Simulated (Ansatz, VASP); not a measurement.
# One calculation of Ta, two programs

File INCAR:

```
  PREC = Accurate
  ENCUT = 520
  EDIFF = 1E-7
  ISMEAR = -1
  SIGMA = 0.05
  LREAL = False
  LASPH = True
  NELM = 60
  ALGO = Normal
  ISIF = 2
  LWAVE = False
  LCHARG = True
  GGA = PS
  LELF = True
  LVHAR = True
  NBANDS = 18
```

The input KPOINTS:

```
Automatic mesh
0
Gamma
  6 6 3
```

Contents of POSCAR:

```
Ta
1.0
    2.9003720726      0.0000000000      0.0000000000
   -1.4501860363      2.5117958953      0.0000000000
    0.0000000000      0.0000000000      5.1662740000
Ta
2
Direct
    0.3333333333      0.6666666667      0.2500000000
    0.6666666667      0.3333333333      0.7500000000
```

Contents of input.yaml:

```yaml
crystal:
  lattice:
    - [2.9003720726, 0.0, 0.0]
    - [-1.4501860363, 2.5117958953, 0.0]
    - [0.0, 0.0, 5.166274]
  atoms:
    - { symbol: Ta, position: [0.3333333333, 0.6666666667, 0.25] }
    - { symbol: Ta, position: [0.6666666667, 0.3333333333, 0.75] }
hamiltonian:
  xc: pbesol
  pseudopotentials: { kind: paw }
kpoints:
  mp_grid: { grid: [6, 6, 3] }
  band_path:
    path:
      - [[0.0, 0.0, 0.0], [0.5, 0.0, 0.0], [0.3333333333, 0.3333333333, 0.0], [0.0, 0.0, 0.0], [0.0, 0.0, 0.5], [0.5, 0.0, 0.5], [0.3333333333, 0.3333333333, 0.5], [0.0, 0.0, 0.5]]
      - [[0.5, 0.0, 0.5], [0.5, 0.0, 0.0]]
      - [[0.3333333333, 0.3333333333, 0.0], [0.3333333333, 0.3333333333, 0.5]]
    npoints: 14
scf:
  occupations: { method: fermi_dirac, width: 0.05 }
  n_extra_bands: 6
output:
  forces: true
  stress: true
  eigenvalues: true
  fatbands: false
```

This isn't the form of Ta at room conditions, which is bcc.

Alike in both runs: functional PBEsol; k mesh 6 × 6 × 3; occupations fermi-dirac, width 0.05 eV; no spin polarisation.

|  | VASP | Ansatz |
| --- | --- | --- |
| version | VASP 6.6.1 | Ansatz 0.2.0 |
| potentials or method | VASP PAW PBE potentials, release 64 (Ta_pv) | Ansatz PAW |
| plane-wave cutoff (eV) | 520 | 420 |
| valence electrons in the cell | 22 | 26 |
| task | single point | band structure |

Ansatz gave:

```
gap on the k mesh at the Fermi level (eV)       : none
pressure (GPa)                                  : -7.7
largest component of the traceless stress (GPa) : 0.74
```

Question: What did VASP give for the same quantities?

Answer: gap on the k mesh at the Fermi level (eV): none; pressure (GPa): -7.6; largest component of the traceless stress (GPa): 0.73.

A gap of «none» marks a metal or a gap that the smearing closes. The functional is the same, so the differences come from potentials, cutoffs and numerics. The two sets of potentials don't hold the same shells in valence.

Caveats: the k mesh is coarse (spacing up to 0.42 Å⁻¹), so the values aren't converged; the PAW data sets were made with another functional, which shifts forces and pressure a little (VASP); spin-orbit coupling is left out, which moves the levels of the heavy elements (Ansatz); the PAW data sets come from PBE, with cores solved anew for the run's functional, which leaves a small shift of forces and pressure (Ansatz). The runs have no spin-orbit coupling, so splittings on Ta are missing.
